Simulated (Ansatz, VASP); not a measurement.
**One calculation of SiGe, two programs**

The input INCAR:

```
PREC = Accurate
ENCUT = 520
EDIFF = 1E-7
ISMEAR = 0
SIGMA = 0.03
LREAL = F
LASPH = T
NELM = 100
ALGO = Normal
ISIF = 2
LWAVE = F
LCHARG = F
NBANDS = 26
```

Contents of KPOINTS:

```
regular mesh
0
Gamma
  12 12 6
```

Contents of POSCAR:

```
SiGe
1.0
    3.7634436583      0.0000000000      0.0000000000
   -1.8817218292      3.2592378138      0.0000000000
    0.0000000000      0.0000000000      6.2194898057
Si Ge
2 2
Direct
    0.6666666667      0.3333333333      0.8745031008
    0.3333333333      0.6666666667      0.3745031008
    0.6666666667      0.3333333333      0.5239526465
    0.3333333333      0.6666666667      0.0239526465
```

Input for Ansatz:

```yaml
crystal:
  lattice:
    - [3.7634436583, 0.0, 0.0]
    - [-1.8817218292, 3.2592378138, 0.0]
    - [0.0, 0.0, 6.2194898057]
  atoms:
    - { symbol: Si, position: [0.6666666667, 0.3333333333, 0.8745031008] }
    - { symbol: Si, position: [0.3333333333, 0.6666666667, 0.3745031008] }
    - { symbol: Ge, position: [0.6666666667, 0.3333333333, 0.5239526465] }
    - { symbol: Ge, position: [0.3333333333, 0.6666666667, 0.0239526465] }
basis:
  ecutwfc: 420
kpoints:
  mp_grid: { grid: [12, 12, 6] }
hamiltonian:
  xc: lda
  pseudopotentials: { kind: paw, azcp: { folder: soft_1 } }
scf:
  occupations: { method: gaussian, width: 0.03 }
output:
  forces: true
  stress: true
  eigenvalues: true
```

Alike in both runs: task single point; functional LDA; k mesh 12 × 12 × 6; occupations gaussian, width 0.03 eV; no spin polarisation.

|  | VASP | Ansatz |
| --- | --- | --- |
| version | VASP 6.6.1 | Ansatz 0.2.0 |
| potentials or method | VASP PAW LDA potentials, release 64 (Si, Ge_d) | scalar-relativistic, plane waves, PAW |
| plane-wave cutoff (eV) | 520 | 420 |
| valence electrons in the cell | 36 | 36 |

VASP gave:

* gap on the k mesh at the Fermi level (eV): none
* pressure (GPa): 9.4
* largest component of the traceless stress (GPa): 10.66
* rms of the force components (eV/Å): 1.486

What did Ansatz give for the same quantities?

gap on the k mesh at the Fermi level (eV): none; pressure (GPa): 9.3; largest component of the traceless stress (GPa): 10.64; rms of the force components (eV/Å): 1.485.

Atom by atom the forces differ by 0.000 eV/Å (rms over components). A gap of «none» marks a metal or a gap that the smearing closes. Ansatz warned: «pseudo_functional_mismatch».

Caveats: forces of over 1 eV/Å show positions far from the minimum, so gaps and moduli don't describe the material at rest.
